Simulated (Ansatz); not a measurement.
The system is NiO.

```xyz
2
Lattice="0.0000 2.0859 2.0859 2.0859 0.0000 2.0859 2.0859 2.0859 0.0000" Properties=species:S:1:pos:R:3 pbc="T T T"
Ni    0.0000    0.0000    0.0000
O     2.0859    2.0859    2.0859
```

```yaml
Program: Ansatz 0.2.0
Task: relaxation of cell and atoms
Functional: RPBE
Potentials_or_basis: Ansatz PAW
Cutoff: "420 eV (not typed: the program's choice for these potentials)"
k_mesh: 11 × 11 × 11
Occupations: fermi-dirac, width 0.05 eV
Spin: collinear spin, ferromagnetic start
Starting_moments: "[1.0, 0.0] μB"
```

At the start: volume 9.08 Å³/atom.

Question: How do energy, volume and symmetry change on relaxing?

Answer: It ends after 7 steps and the volume is 9.76 Å³/atom (+7.5 %); space group Fm-3m (No. 225, to 0.05 Å); moment 1.93 μB per cell.

The path:
```csv
step,energy change (eV),largest force (eV/Å),volume (Å³)
1,0.0000,0.0000,18.15
2,-0.0335,0.0000,18.73
3,-0.0460,0.0000,19.41
4,-0.0459,0.0000,19.46
5,-0.0532,0.0000,19.46
6,-0.0531,0.0000,19.52
7,-0.0533,0.0000,19.52
```

Final structure:
```
CELL_PARAMETERS angstrom
0.00000 2.13706 2.13706
2.13706 0.00000 2.13706
2.13706 2.13706 0.00000
ATOMIC_POSITIONS crystal
Ni 0.00000 0.00000 0.00000
O 0.50000 0.50000 0.50000
```

Caveat: the plane-wave basis is chosen anew once the cell has moved, so the energies of steps on either side of that aren't comparable; the pressure holds a Pulay correction of +0.6 GPa for the finite cutoff; a cell with one magnetic atom can't hold antiferromagnetic order, which such compounds often take; the PAW data sets come from PBE, with cores solved anew for the run's functional, which leaves a small shift of forces and pressure.
